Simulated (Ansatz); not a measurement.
What does this script print? It uses Ansatz's Python interface.

Input file `cu2o.extxyz`:
```text
6
Lattice="4.26 0.0 0.0 0.0 4.26 0.0 0.0 0.0 4.26" Properties=species:S:1:pos:R:3 pbc="T T T"
Cu    1.06500000    1.06500000    1.06500000
Cu    1.06500000    3.19500000    3.19500000
Cu    3.19500000    3.19500000    1.06500000
Cu    3.19500000    1.06500000    3.19500000
O     0.00000000    0.00000000    0.00000000
O     2.13000000    2.13000000    2.13000000
```

The script, `bands_cu2o.py`:
```python
"""Band structure of Cu2O."""

from dataclasses import dataclass
import warnings

import ansatz as az
import numpy as np


@dataclass
class Options:
    functional: str = "pbesol"
    ecut: int = 510
    scf_tol: float = 1e-09
    extra_bands: int = 10


settings = Options()

warnings.simplefilter("ignore", az.DeckWarning)

structure = az.Crystal.from_extxyz("cu2o.extxyz")

# high-symmetry points in fractions of the reciprocal vectors
path = [
    ("G", (0.0, 0.0, 0.0)),
    ("X", (0.0, 0.5, 0.0)),
    ("M", (0.5, 0.5, 0.0)),
    ("G", (0.0, 0.0, 0.0)),
    ("R", (0.5, 0.5, 0.5)),
    ("X", (0.0, 0.5, 0.0)),
]
calc = (
    structure.calculation()
    .functional(settings.functional)
    .occupations(az.OccupationsMethod.FIXED)
    .basis(settings.ecut)
    .kpoints(6)
    .scf(tolerance=settings.scf_tol)
    .band_structure([point for _, point in path], intervals=8)
    .scf(extra_bands=settings.extra_bands)
    .bader_charges()
)
res = calc.run(threads=1, backend="cpu")
summary = res.report

print("%-22s %14.5f eV" % ("F = E - TS", summary["free_energy_ev"]))
print("%-22s %14.5f eV" % ("E", summary["internal_energy_ev"]))
print("%-22s %14.5f eV" % ("Harris-Foulkes", summary["harris_foulkes_ev"]))
print("%-22s %14.5f eV" % ("Fermi level", summary["fermi_energy_ev"]))

charges = res.bader_charges()
for atom in charges.atoms:
    print(f"Bader charge {atom.symbol:2s} {atom.partial_charge_e:+.3f} e")

bands = res.band_structure()
fermi = bands.fermi_energy_ev
print(f"zero of the bands: {fermi:.3f} eV, the Fermi level found on the SCF mesh")
for spin, channel in enumerate(bands.channels):
    print("channel", spin, "- computed levels within 6 eV of the Fermi level")
    for i, (label, _) in enumerate(path):
        levels = channel.eigenvalues_ev[i * 8] - fermi
        print(f"  {label:3s}", " ".join(f"{e:7.3f}" for e in levels if abs(e) < 6))
```

```console
$ python bands_cu2o.py
F = E - TS               -27473.94591 eV
E                        -27473.94591 eV
Harris-Foulkes           -27473.94591 eV
Fermi level                  10.82619 eV
Bader charge Cu +0.538 e
Bader charge Cu +0.538 e
Bader charge Cu +0.538 e
Bader charge Cu +0.538 e
Bader charge O  -1.075 e
Bader charge O  -1.075 e
zero of the bands: 10.826 eV, the Fermi level found on the SCF mesh
channel 0 - computed levels within 6 eV of the Fermi level
  G    -4.938  -4.878  -4.878  -4.878  -3.032  -3.032  -2.915  -2.915  -2.915  -2.008  -2.008  -1.900  -1.900  -1.900  -1.752  -1.752  -1.752  -1.549  -1.549  -1.549   0.000   0.000   0.000   0.499   1.147   1.147
  X    -5.992  -5.992  -3.462  -3.462  -2.574  -2.574  -2.371  -2.371  -2.172  -2.172  -2.036  -2.036  -2.035  -2.035  -1.858  -1.858  -1.669  -1.669  -1.193  -1.193  -0.403  -0.403   2.222   2.222   4.160   4.160
  M    -5.624  -5.624  -3.035  -3.035  -2.786  -2.786  -2.303  -2.303  -2.259  -2.259  -2.194  -2.194  -1.921  -1.921  -1.899  -1.899  -1.472  -1.472  -1.207  -1.207  -0.663  -0.663   1.848   1.848   3.805   3.805
  G    -4.938  -4.878  -4.878  -4.878  -3.032  -3.032  -2.915  -2.915  -2.915  -2.008  -2.008  -1.900  -1.900  -1.900  -1.752  -1.752  -1.752  -1.549  -1.549  -1.549   0.000   0.000   0.000   0.499   1.147   1.147
  R    -5.779  -5.779  -5.779  -3.255  -3.255  -3.255  -2.529  -2.529  -2.286  -2.286  -2.286  -1.948  -1.948  -1.948  -1.739  -1.739  -1.739  -1.603  -1.603  -1.008  -0.567  -0.567  -0.567   2.368   2.368   2.368   4.840   4.840   4.840
  X    -5.992  -5.992  -3.462  -3.462  -2.574  -2.574  -2.371  -2.371  -2.172  -2.172  -2.036  -2.036  -2.035  -2.035  -1.858  -1.858  -1.669  -1.669  -1.193  -1.193  -0.403  -0.403   2.222   2.222   4.160   4.160
```

Caveats:
- Absolute energies stand on the zero of these potentials, so only differences at equal settings mean something. A total without «per atom» is that of the whole cell that was run.
- The run is spin-unpolarised.
- With fixed filling the reported Fermi level is the top filled level among the k-points of the SCF.
- The zero of the levels is a convention of the potentials, so an absolute Fermi energy is no work function.
- Of the deposited cell: the entry's cell lengths or inner coordinates differ somewhat from later room-temperature determinations.
- Without a Hubbard U or exact exchange, semilocal functionals often make such 3d compounds metallic or too weakly gapped.
- The starting cell is as deposited in a crystallographic database; the results hold for this polymorph, which needn't be the stable one.
- Levels are Kohn-Sham eigenvalues on this mesh.
- The whole script took 65 s on 1 thread of Arm Neoverse V1, on a shared host, peak memory 0.43 GiB.
